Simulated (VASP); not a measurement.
Here is a VASP 6.6.1 calculation.

Contents of INCAR:

```
SYSTEM = SnS2
PREC     = Accurate       ! precision mode
ENCUT    = 600            ! plane-wave cutoff, eV
EDIFF    = 1E-6           ! SCF threshold, eV
ISMEAR   = 0              ! smearing method
SIGMA    = 0.03           ! smearing width, eV
LREAL    = .FALSE.        ! projectors in reciprocal space
LASPH    = .TRUE.         ! aspherical terms in the spheres
NELM     = 80             ! most SCF steps
ALGO     = Normal         ! electronic algorithm
ISIF     = 3              ! what is computed and relaxed
LWAVE    = .FALSE.        ! write WAVECAR
LCHARG   = .FALSE.        ! write CHGCAR
GGA      = PE             ! functional
IVDW     = 12             ! dispersion correction
IBRION   = 2              ! ionic algorithm
NSW      = 90             ! ionic steps
EDIFFG   = -0.01          ! ionic threshold
PSTRESS  = 97.8
```

The input KPOINTS:

```
Automatic mesh
0
G
  9 9 5
  0 0 0
```

The input POSCAR:

```
SnS2
1.0
    3.6390000000      0.0000000000      0.0000000000
   -1.8195000000      3.1514664444      0.0000000000
    0.0000000000      0.0000000000      5.8680000000
Sn S
1 2
Direct
    0.0000000000      0.0000000000      0.0000000000
    0.3333333333      0.6666666667      0.2500000000
    0.6666666667      0.3333333333      0.7500000000
```

Potentials or basis: VASP PAW PBE potentials, release 64 (Sn_d, S).

Command:

```bash
$ cat potpaw_PBE.64/Sn_d/POTCAR potpaw_PBE.64/S/POTCAR > POTCAR
$ mpirun -np 1 vasp_std > vasp.out
```

Problem. What does it give for the band gap on the k mesh?

Solution. 0.53 eV, indirect (least direct gap 1.59 eV).

Problem. Predict the relaxed volume.

Solution. 19.01 Å³/atom.

Problem. Predict the space group after relaxing (to 0.05 Å).

Solution. P-3m1 (No. 164).

Step by step:
| step | energy change (eV) | largest force (eV/Å) | pressure (GPa) | volume (Å³) |
| --- | --- | --- | --- | --- |
| 1 | 0.0000 | 0.2533 | 1.72 | 67.30 |
| 2 | 0.6480 | 2.2399 | 21.97 | 56.89 |
| 3 | 0.1797 | 1.1284 | 10.07 | 61.91 |
| 4 | 0.1783 | 0.7507 | 10.01 | 60.33 |
| 5 | 0.3986 | 0.4304 | 11.75 | 55.74 |
| 6 | 0.2754 | 0.0392 | 10.84 | 57.40 |
| 7 | 0.1924 | 0.1309 | 8.22 | 58.07 |
| 8 | 0.1811 | 0.1701 | 7.68 | 58.22 |
| 9 | 0.3289 | 0.3449 | 12.84 | 55.89 |
| 10 | 0.2336 | 0.0583 | 9.80 | 57.18 |
| 11 | 0.2351 | 0.0634 | 9.89 | 57.16 |
| 12 | 0.2372 | 0.0324 | 9.80 | 57.12 |
| 13 | 0.2384 | 0.0167 | 9.74 | 57.10 |
| 14 | 0.2385 | 0.0155 | 9.73 | 57.10 |
| 15 | 0.2388 | 0.0122 | 9.72 | 57.09 |
| 16 | 0.2387 | 0.0139 | 9.74 | 57.10 |
| 17 | 0.2386 | 0.0141 | 9.73 | 57.10 |
| 18 | 0.2428 | 0.0021 | 9.83 | 57.03 |

Caveat: the cell is relaxed towards a set pressure, so the enthalpy falls and the energy may rise; the volume moved by over 15 % at a fixed basis, so the end points are rough; spin-orbit coupling is left out, which moves the levels of the heavy elements; an odd mesh through Γ misses points on the zone boundary, where band edges often lie.
